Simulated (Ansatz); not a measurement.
**Ge: stationary points along a deformation path**

These are results of Ansatz, DFT r2SCAN, scalar-relativistic, plane waves, PAW, not measurements. Cutoff 500 eV, Γ-centred 22×22×22 k-points, Gaussian smearing of 0.15 eV. No spin polarisation. Energies are free energies at this smearing, counted from the undisturbed cell; pressure is positive in compression.

Zero of the scan (as given, not relaxed at this level; it stands at 2.2 GPa; this fcc form isn't the usual structure):

```
Ge
1.0
     0.00000    2.09836    2.09836
     2.09836    0.00000    2.09836
     2.09836    2.09836    0.00000
Ge
1
Direct
  0.00000 0.00000 0.00000
```

At fixed volume and fractional coordinates, lengths along (0.577, 0.577, 0.577) are scaled against those across it; ρ is that ratio over its starting value. V = 18.479 Å³/atom. Δσ is the stress along the axis less the mean stress across it (compression positive).

| ρ | ΔE (meV/atom) | Δσ (GPa) | space group |
| --- | --- | --- | --- |
| 0.500 | -221.2 | 0.00 | Pm-3m |
| 0.710 | -15.1 | -9.08 | R-3m |
| 1.000 | 0.0 | 0.00 | Fm-3m |
| 1.410 | 232.4 | -21.45 | R-3m |
| 2.000 | 1264.1 | -67.09 | R-3m |

How does the stress give the slope of the energy, and where is the energy stationary?

Along the path d ln(length) is 2/3 d ln ρ on the axis and −1/3 d ln ρ across it, so dE/d ln ρ = −(2/3) V Δσ: the energy falls with ρ where Δσ is positive. Δσ vanishes or changes sign at ρ = 0.500 (Pm-3m, an end of the scan), at -221.2 meV/atom; at ρ = 1.000 (Fm-3m), a stationary point at 0.0 meV/atom. Pairs of stationary points between two samples would go unseen, and could change a minimum read from distant neighbours into a maximum. At ρ = 0.500, 1.000 the cell is cubic, where symmetry alone makes the stress isotropic and the slope zero.

Is the start the lowest point of the path?

No: ρ = 0.500 lies 221.2 meV/atom lower. No sample between lies above the start, but a cubic through the energies and slopes at the samples rises about 25 meV/atom above it, so a barrier is likely. Volume and inner coordinates are held, so a relaxed structure there would lie lower still.

In a metal these slopes depend on the k mesh and the smearing.